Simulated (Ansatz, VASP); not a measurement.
## FeO: VASP beside Ansatz

```
Fe O
1.0
    -1.60210    1.60210    2.08339
     1.60210   -1.60210    2.08339
     1.60210    1.60210   -2.08339
Fe O
1 1
Direct
  0.00000 0.00000 0.00000
  0.50000 0.50000 0.00000
```

The cell comes from a database or a generator and needn't be the stable form of this composition.

Alike in both runs: task single point; functional PBE; k mesh 12 × 12 × 12; occupations fermi-dirac, width 0.05 eV; collinear spin, ferromagnetic start.

```csv
,VASP,Ansatz
version,VASP 6.6.1,Ansatz 0.2.0
potentials or method,"VASP PAW PBE potentials, release 64 (Fe, O)",Ansatz PAW
plane-wave cutoff (eV),520,420
valence electrons in the cell,14,22
```

Ansatz gave:

```
gap on the k mesh at the Fermi level (eV)                     : none
pressure (GPa)                                                : -8.7
largest component of the traceless stress (GPa)               : 3.10
net moment per atom (μB)                                      : 2.00
size of the moment on the site where the two differ most (μB) : 3.40
```

Question: What did VASP give for the same quantities?

Answer: gap on the k mesh at the Fermi level (eV): none; pressure (GPa): -8.7; largest component of the traceless stress (GPa): 3.40; net moment per atom (μB): 2.00; size of the moment on the site where the two differ most (μB): 3.62.

Site moments also hang on the region over which each program counts them. A gap of «none» marks a metal or a gap that the smearing closes. The two sets of potentials don't hold the same shells in valence.

Caveats: a cell with one magnetic atom can't hold antiferromagnetic order, which such compounds often take; semilocal functionals often make such compounds metallic where correlation or magnetic order opens a gap, which also shifts bond lengths; the pressure holds a Pulay correction of +0.6 GPa for the finite cutoff (Ansatz). With open d or f shells a metallic result of PBE can be an artefact of self-interaction; +U or a hybrid may open a gap.
